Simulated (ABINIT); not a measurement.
A run of ABINIT 10.8.3 (patched build):

Contents of run.abi:

```
# Datasets: ground state, then fixed potential
ndtset 2

# Pseudopotentials
pp_dirpath "./"
pseudos "Sc.GGA_PBE-JTH.xml, Al.GGA_PBE-JTH.xml"

# Structure
acell 3*1.0
rprim
     7.7248348677     0.0000000000     0.0000000000
     0.0000000000     7.7248348677     0.0000000000
     0.0000000000     0.0000000000     7.7248348677
ntypat 2
znucl 21 13
natom 4
typat 1 2 2 2
xred
     0.0000000000     0.0000000000     0.0000000000
     0.5000000000     0.5000000000     0.0000000000
     0.0000000000     0.5000000000     0.5000000000
     0.5000000000     0.0000000000     0.5000000000

# Plane-wave basis
ecut 15.0
pawecutdg 30.0

# Exchange and correlation
ixc -150130

# Bands and occupations
occopt 3
tsmear 0.00183747

# SCF cycle
nstep 100

# Output
iomode 3
prtwf 0
prteig 0
prtebands 0
enunit 1
prtden1 1

# Dataset 1
kptopt1 1
ngkpt1 7 7 7
nshiftk1 1
shiftk1 0.0 0.0 0.0
nband1 14
tolvrs1 1.0e-9

# Dataset 2: bands along G-X-M-G-R-X
iscf2 -2
getden2 1
nband2 20
nbdbuf2 4
tolwfr2 1.0e-11
kptopt2 -5
ndivsm2 6
prteig2 1
prtvol2 -3
kptbounds2
     0.0000000000     0.0000000000     0.0000000000
     0.0000000000     0.5000000000     0.0000000000
     0.5000000000     0.5000000000     0.0000000000
     0.0000000000     0.0000000000     0.0000000000
     0.5000000000     0.5000000000     0.5000000000
     0.0000000000     0.5000000000     0.0000000000
```

Potentials or basis: JTH PAW PBE v2.0.

The run is started by

```console
$ abinit run.abi > log 2>&1
```

Hardware: 1 thread of Arm Neoverse V1 (shared host).

Q: How long does it take, and how much memory?

A: It took 48 s on 1 thread of Arm Neoverse V1, with other jobs on the host, peak memory 0.12 GiB. Counts: scf iterations 10, mpi ranks 1, k points 20, bands 14, plane waves 1293.
